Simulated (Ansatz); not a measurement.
# From PBEsol to G0W0: InGa5As5P (zincblende [001] superlattice)

How far does one-shot GW move the PBEsol gap of InGa5As5P (zincblende [001] superlattice)?

Calculated with Ansatz 0.2.0; PBEsol, then G0W0 on it, plane waves, PAW.

Most raw output is cut from this account.

In doubt: masses and optical values from hybrid runs of this build are listed as unsure (in some of the runs), which bears on the screening that GW takes from such a start.

## 1. The starting structure

The cell holds 12 atoms: 1 In, 1 P, 5 Ga and 5 As. Its edges and angles: a = 4.030 Å, b = 4.023 Å, c = 17.090 Å, α = 90.0°, β = 90.0°, γ = 90.0°. It derives from InP. Regions: InP, 2 atoms (1 In and 1 P); GaAs, 10 atoms (5 Ga and 5 As). The structure's axis is c.

The structure was relaxed with PBEsol. The runs that relaxed it are not among those shown.

The logs state that the PAW files were generated under PBE.

## 2. The PBEsol band structure

Levels along a band path and on the mesh show where this functional puts the band edges.

This step: DFT, PBEsol, plane waves, PAW; PAW set soft_1.

Contents of input.yaml:

```yaml
crystal:
  lattice:
    - [4.0297510915, 0.0, 0.0]
    - [0.0, 4.0230831466, 0.0]
    - [0.0, 0.0, 17.0896678541]
  atoms:
    - { symbol: In, position: [0.0, 0.0, 0.051311497] }
    - { symbol: P, position: [0.5, 0.0, 0.1408201969] }
    - { symbol: Ga, position: [0.5, 0.5, 0.2165492488] }
    - { symbol: As, position: [0.0, 0.5, 0.2986497971] }
    - { symbol: Ga, position: [0.0, 0.0, 0.3808264573] }
    - { symbol: As, position: [0.5, 0.0, 0.4629574688] }
    - { symbol: Ga, position: [0.5, 0.5, 0.5452768029] }
    - { symbol: As, position: [0.0, 0.5, 0.6273725276] }
    - { symbol: Ga, position: [0.0, 0.0, 0.7097326253] }
    - { symbol: As, position: [0.5, 0.0, 0.7918639746] }
    - { symbol: Ga, position: [0.5, 0.5, 0.8743633287] }
    - { symbol: As, position: [0.0, 0.5, 0.9555952554] }
kpoints:
  mp_grid: { grid: [6, 6, 2] }
  band_path:
    path:
      - [[0.0, 0.0, 0.0], [0.5, 0.0, 0.0], [0.5, 0.5, 0.0], [0.0, 0.5, 0.0], [0.0, 0.0, 0.0], [0.0, 0.0, 0.5], [0.5, 0.0, 0.5], [0.5, 0.5, 0.5], [0.0, 0.5, 0.5], [0.0, 0.0, 0.5]]
      - [[0.5, 0.0, 0.0], [0.5, 0.0, 0.5]]
      - [[0.0, 0.5, 0.0], [0.0, 0.5, 0.5]]
      - [[0.5, 0.5, 0.0], [0.5, 0.5, 0.5]]
    npoints: 10
hamiltonian:
  xc: pbesol
  pseudopotentials: { kind: paw, azcp: { folder: soft_1 }, xc_functional: pbe }
scf:
  occupations: { method: fermi_dirac, width: 0.02 }
  n_extra_bands: 8
output:
  eigenvalues: true
  write_density: true
  write_potential: true
  elf: true
  volumetric_format: npy
```

Launch:

```
ansatz run input.yaml --threads 3 --pin off --max-ram 92160MiB --backend cuda --events-out ev --progress --plain --runs-dir out --devices 1 --max-vram 13GiB
```

The job ended after 21 s (1 × NVIDIA H100 80GB HBM3 (shared by 6 runs) with 3 threads of AMD EPYC 7R13 (Zen 3), shared host; peak memory 1.2 GiB).

This step gave:

| Quantity | Value |
| --- | --- |
| filled bands | 79 |
| gap | 0.3345 eV |
| valence top at | Γ |
| conduction bottom at | Γ |
| least direct gap | 0.3345 eV |

Over mesh and path the gap is 0.335 eV, direct, at k = Γ.

Electronic bands along the path, in eV, zero at the top of the highest nominally filled band:

```tsv
point	band 76	band 77	band 78	band 79	band 80	band 81	band 82	band 83
Γ	-0.84	-0.11	-0.07	0.00	0.33	1.25	1.40	1.51
halfway	-0.89	-0.85	-0.77	-0.23	1.34	1.47	1.78	2.01
X	-1.27	-1.24	-1.23	-0.57	1.35	1.46	1.51	1.68
halfway	-2.01	-1.99	-1.98	-1.87	2.20	2.24	2.32	2.39
S	-2.74	-2.72	-2.65	-2.62	1.24	1.41	1.54	1.67
halfway	-2.02	-2.00	-1.94	-1.94	2.14	2.27	2.34	2.36
Y	-1.26	-1.25	-1.23	-1.12	1.40	1.46	1.48	1.70
halfway	-0.92	-0.92	-0.81	-0.35	1.34	1.52	1.82	2.06
Γ	-0.84	-0.11	-0.07	0.00	0.33	1.25	1.40	1.51
halfway	-0.65	-0.64	-0.16	-0.08	0.83	1.24	1.35	1.63
Z	-0.47	-0.45	-0.34	-0.20	1.18	1.27	1.47	1.57
halfway	-0.96	-0.88	-0.60	-0.30	1.40	1.58	1.85	1.98
U	-1.23	-1.19	-1.16	-0.57	0.84	0.96	2.00	2.29
halfway	-2.21	-2.00	-1.95	-1.94	1.99	2.06	2.16	2.22
R	-2.88	-2.87	-2.85	-2.83	1.66	1.85	1.88	1.97
halfway	-2.19	-2.14	-1.95	-1.95	1.95	2.07	2.18	2.22
T	-1.23	-1.18	-1.18	-1.11	0.81	0.97	2.21	2.27
halfway	-0.96	-0.85	-0.57	-0.50	1.49	1.56	1.87	1.98
Z	-0.47	-0.45	-0.34	-0.20	1.18	1.27	1.47	1.57
jump to X	-1.27	-1.24	-1.23	-0.57	1.35	1.46	1.51	1.68
halfway	-1.27	-1.24	-1.23	-0.57	1.02	1.15	1.80	2.07
U	-1.23	-1.19	-1.16	-0.57	0.84	0.96	2.00	2.29
jump to Y	-1.26	-1.25	-1.23	-1.12	1.40	1.46	1.48	1.70
halfway	-1.27	-1.25	-1.23	-1.11	1.00	1.16	1.88	2.05
T	-1.23	-1.18	-1.18	-1.11	0.81	0.97	2.21	2.27
jump to S	-2.74	-2.72	-2.65	-2.62	1.24	1.41	1.54	1.67
```

Valence density in the ca plane at fractional y = 0.000, with atoms of In and P and Ga and As within 0.2 Å of it. It is the smooth field of the valence electrons, not physical close to the nuclei.

Ten steps, logarithmic in the rise over the least value, from '0' (0 e/Å³) to '9' (34 e/Å³), each cell a mean:
```
35653100000000148841000000000268621000000001
13432110000000013321100000000123211100000000
01111211100000001112211000000001122210000000
00012222100000000124652100000000135631000000
00012101210000000127983100000000149952000000
00012211110000000126872100000000148851000000
00112221100000000112431000000001123321000000
12221111000000011111110000000011111110000000
24542100000000125521000000000145411000000000
36763100000000159941000000001279721000000001
```
Columns run along c (17.1 Å), rows up along a (4.0 Å). Atoms in or near the plane, at fractional coordinates: In at (0.05, 0.00), P at (0.14, 0.50), Ga at (0.38, 0.00), As at (0.46, 0.50), Ga at (0.71, 0.00), As at (0.79, 0.50).

ELF in the ca plane at fractional y = 0.000, with atoms of In and P and Ga and As within 0.2 Å of it. It is the smooth field of the valence electrons, not physical close to the nuclei.

Ten even steps from '0' (0.00) to '9' (0.85), each cell a mean:
```
20002231000012320023420000023210124310000022
22223675310001222246753100012222357642000012
22247998631000123578776410001234688765200001
12479856862000014786346630000126874467510000
01488202873000014773016741000025751147620000
01489514873000014774136741000026762257520000
12369988751000124688666520000135887666410001
22225887520001223368865300002223478764100012
21012453100002221124542000012211235531000012
20002221000012210013310000023201023200000122
```
Columns run along c (17.1 Å), rows up along a (4.0 Å). Atoms in or near the plane, at fractional coordinates: In at (0.05, 0.00), P at (0.14, 0.50), Ga at (0.38, 0.00), As at (0.46, 0.50), Ga at (0.71, 0.00), As at (0.79, 0.50).

## 3. G0W0 on the 4×4×2 mesh

G0W0 replaces the xc potential by a self-energy built once from the orbitals of the start. Levels are corrected in the window of bands that the input names, at points of the mesh.

This step: G0W0 on PBEsol, plane waves, PAW; PAW set soft_1.

input.yaml, the sections that differ from step 2:

```yaml
kpoints:
  mp_grid: { grid: [4, 4, 2] }
scf:
  occupations: { method: fixed }
gw:
  n_empty_bands: 1155
  ecut_chi: 150.0
  qp_bands: [v4, c4]
  qp_kpoints: band_edges
  screening: { model: contour_deformation }
# crystal, hamiltonian: as in step 2
# output: removed
```

Run time: 3.6 min. Hardware: 1 × NVIDIA H100 80GB HBM3 (shared by 6 runs) with 3 threads; peak memory 7.2 GiB; 6.7 min of CPU time.

This step gave:

```yaml
bands_summed: 1234
rpa_eps_infinity_on_this_mesh_eigenvalues: 63.09, 88.23, 136.8
plane_waves_in_the_screening_matrix: 1131
q_points_in_the_mesh: 32
g0w0_gap_over_the_corrected_points: 1.046 eV
k_of_the_valence_top: 0, 0, 0
k_of_the_conduction_bottom: 0, 0, 0
starting_gap_on_the_mesh: 0.3282 eV
z_at_the_valence_top: 0.7477
z_at_the_conduction_bottom: 0.7622
least_direct_g0w0_gap_over_the_corrected_points: 1.046 eV
```

Over 11 of 18 irreducible mesh points the G0W0 gap is 1.046 eV, direct, at k = Γ. The PBEsol gap of this run on the mesh is 0.328 eV. The two states that bound the G0W0 gap lie that far apart at the start, so the correction of the gap is 1.046 − 0.328 = +0.718 eV. The start of this run differs from the step before in mesh (6×6×2 and 4×4×2).

Labels follow the order of the start: v1 is the top filled band, c1 the lowest empty one; levels that stay degenerate share a row, the window can cut a multiplet, doubted levels are not marked in this list, bands outside the window were not corrected, and the list may be a part of the corrected levels. The levels before and after the correction (eV, zero at the valence-band top of each column):

```tsv
	conduction bottom	valence top
Kohn-Sham	0.33	0.00
G0W0	1.05	0.00
```

```tsv
	level	occupation	energy (eV)
Kohn-Sham	Γ v4	2	-0.847
Kohn-Sham	Γ v3	2	-0.121
Kohn-Sham	Γ v2	2	-0.075
Kohn-Sham	Γ v1	2	0.000
Kohn-Sham	Γ c1	0	0.328
Kohn-Sham	Γ c2	0	1.241
Kohn-Sham	Γ c3	0	1.395
Kohn-Sham	Γ c4	0	1.498
G0W0	Γ v4	2	-0.861
G0W0	Γ v3	2	-0.079
G0W0	Γ v2	2	-0.078
G0W0	Γ v1	2	0.000
G0W0	Γ c1	0	1.046
G0W0	Γ c2	0	1.720
G0W0	Γ c3	0	1.903
G0W0	Γ c4	0	2.003
```

The parts of the quasiparticle energy for the two states that bound the G0W0 gap, in eV on the run's own scale (QP = start + Σx + Σc − Vxc, with Σc at the quasiparticle energy):

```tsv
edge	k	band	start	Σx	Σc	Vxc	Z	QP
valence top	Γ	79	7.690	−16.796	1.052	−15.284	0.748	7.231
conduction bottom	Γ	80	8.018	−11.873	−3.581	−15.713	0.762	8.277
```

## 4. Spin-orbit coupling

This run has two-component orbitals with spin-orbit coupling.

This step: DFT, PBEsol with spin-orbit coupling, plane waves, PAW; PAW set soft_1.

input.yaml: that of step 3 with these lines changed.

```diff
@@ -19,13 +19,28 @@
 kpoints:
-  mp_grid: { grid: [4, 4, 2] }
+  mp_grid: { grid: [6, 6, 2] }
+  band_path:
+    path:
+      - [0.0, 0.0, 0.0]
+      - [0.5, 0.0, 0.0]
+      - [0.5, 0.5, 0.0]
+      - [0.0, 0.5, 0.0]
+      - [0.0, 0.0, 0.5]
+      - [0.5, 0.0, 0.5]
+      - [0.5, 0.5, 0.5]
+      - [0.0, 0.5, 0.5]
+    npoints: 1
 hamiltonian:
   xc: pbesol
-  pseudopotentials: { kind: paw, azcp: { folder: soft_1 }, xc_functional: pbe }
+  pseudopotentials: { kind: paw_fr, azcp: { folder: soft_1 }, xc_functional: pbe }
 scf:
-  occupations: { method: fixed }
-gw:
-  n_empty_bands: 1155
-  ecut_chi: 150.0
-  qp_bands: [v4, c4]
-  qp_kpoints: band_edges
-  screening: { model: contour_deformation }
+  occupations: { method: fermi_dirac, width: 0.02 }
+  n_extra_bands: 16
+magnetization:
+  noncollinear: true
+  spin_orbit: true
+output:
+  eigenvalues: true
+  write_density: true
+  write_potential: true
+  elf: true
+  volumetric_format: npy
```

The job ended after 19 s (1 × NVIDIA H100 80GB HBM3 (shared by 6 runs) with 3 threads; peak memory 2.3 GiB; 34 s of CPU time).

Numbers from this step:

- gap: 0.2600 eV
- valence top at: Γ
- conduction bottom at: Γ
- least direct gap: 0.2600 eV

Over mesh and listed points the gap is 0.260 eV, direct, at k = Γ. PBEsol+SOC against PBEsol: 0.260 − 0.335 = −0.075 eV, with the same mesh, set of files (read in its fully relativistic form for the spin-orbit run) and cutoff, and both edges at the same k points. The spin-orbit run sees mesh and listed points alone, so its gap is an upper bound: the coupling can move an edge off these points, the more so as this crystal has no centre of inversion, and the change over the zone, its sign included where it is small, is not known.

## 5. The runs together

Each gap is the least one over the points named; times are wall times on shared hosts, not benchmarks. A G0W0 time includes the run's own self-consistent start. Runs with listed points see these and the mesh alone, so an edge that moves elsewhere is missed. Rows marked * are further runs, not shown as steps, whose inputs differ from the G0W0 step on the same start in the columns given; solver thresholds can differ too. Rows marked ? have an edge level that the program doubts.

```tsv
level	mesh	files, cutoff	bands summed, screening	points	gap (eV)	valence top	conduction bottom	least direct gap (eV)	time
PBEsol	6×6×2	soft_1 PAW, 420 eV	-	mesh and path	0.335	Γ	Γ	0.335	21 s
PBEsol+SOC	6×6×2	soft_1 PAW, 420 eV	-	mesh and listed points	0.260	Γ	Γ	0.260	19 s
G0W0@PBEsol*?	4×4×2	soft_1 PAW, 420 eV	371, 60 eV	11 of 18 irreducible mesh points	1.084	Γ	Γ	1.084	62 s
G0W0@PBEsol	4×4×2	soft_1 PAW, 420 eV	1234, 150 eV	11 of 18 irreducible mesh points	1.046	Γ	Γ	1.046	3.6 min
```

## 6. Outcome

```json
{
  "PBEsol gap over mesh and path": "0.335 eV, direct, at k = Γ",
  "G0W0@PBEsol gap over 11 of 18 irreducible mesh points": "1.046 eV, direct, at k = Γ",
  "PBEsol+SOC gap over mesh and listed points": "0.260 eV",
  "GW settings": "4×4×2 mesh, 1155 empty bands, screening to 150 eV, PAW set soft_1 files",
  "known limits": "finite bands, screening cutoff and k mesh; no spin-orbit coupling in G0W0; d shells not analysed; large ε∞ on the G0W0 mesh"
}
```

Over 11 of 18 irreducible mesh points the G0W0 gap is 1.046 eV, direct, at k = Γ. The PBEsol gap of this run on the mesh is 0.328 eV. The two states that bound the G0W0 gap lie that far apart at the start, so the correction of the gap is 1.046 − 0.328 = +0.718 eV. The valence state moves by 7.231 − 7.690 = −0.459 eV and the conduction state by 8.277 − 8.018 = +0.259 eV, on the run's own scale; how far single levels stand from their limit in bands is not shown. Both edges that PBEsol shows over mesh and path lie at k points where levels were corrected. Levels at other points were not corrected, so a lower G0W0 gap elsewhere in the zone is not ruled out. From 371 bands and 60 eV to 1234 bands and 150 eV the gap moves by 1.046 − 1.084 = −0.038 eV; bands and screening cutoff rise together, so their parts are not told apart. Two runs can't test a law of convergence, so the limit is not known. G0W0 on other starts in this series, not shown as steps and not all at these settings: 1.601 eV on HSE06 (4×4×2, soft_1 PAW, 616 bands, 90 eV). PBEsol+SOC against PBEsol: 0.260 − 0.335 = −0.075 eV, with the same mesh, set of files (read in its fully relativistic form for the spin-orbit run) and cutoff, and both edges at the same k points. The spin-orbit run sees mesh and listed points alone, so its gap is an upper bound: the coupling can move an edge off these points, the more so as this crystal has no centre of inversion, and the change over the zone, its sign included where it is small, is not known. What spin-orbit coupling does to the G0W0 levels was not computed, so no sum with the G0W0 gap is formed. The G0W0 runs are scalar-relativistic. One-shot GW is known to converge slowly in bands for compounds with shallow d shells. The cell holds Ga and In; the filling of the d shell and its place against the gap were not analysed here. The largest eigenvalue of the RPA ε∞ is large: 137 in G0W0@PBEsol (4×4×2, 1234 bands) and 137 in G0W0@PBEsol (4×4×2, 371 bands). A coarse mesh can overstate it where a direct gap is narrow; the runs shown don't test that. No pair of G0W0 runs that differ in the mesh alone is shown (4×4×2 is a supercell whose nearest images lie 16 Å apart), so the error from the mesh is not known here. G0W0 is shown with one set of atomic data (soft_1 PAW), so the error from the files is not known here.

[Paths, hosts, dates, memory and timing lines, banners, echoed tables and standing remarks are left out of the program output.]

[Logs are printed without paths, hosts, clocks, repeated set-up lines and the standing remarks that a program may print on its own settings, such as how far it seeks lower states.]

[Runs of the session that timed out or met a known fault of the program may be left out.]

[Cells called generated may have been cut or substituted from an entry of the Crystallography Open Database or the Materials Project.]

[Hosts, paths, dates, database ids (printed as entryN), source tags and the programs' standing remarks are cut or masked in the printed files.]

[Where an RPA ε∞ is given, it is that of the G0W0 mesh and is not shown converged in it. Names of k-points follow the symmetry that the program found, which can be lower than the space group named. Band edges on a path are those of the sampled points; other points can move an edge, and change direct to indirect where valleys lie close.]

[Hybrid gaps are those of their k-mesh and are not shown converged in it.]
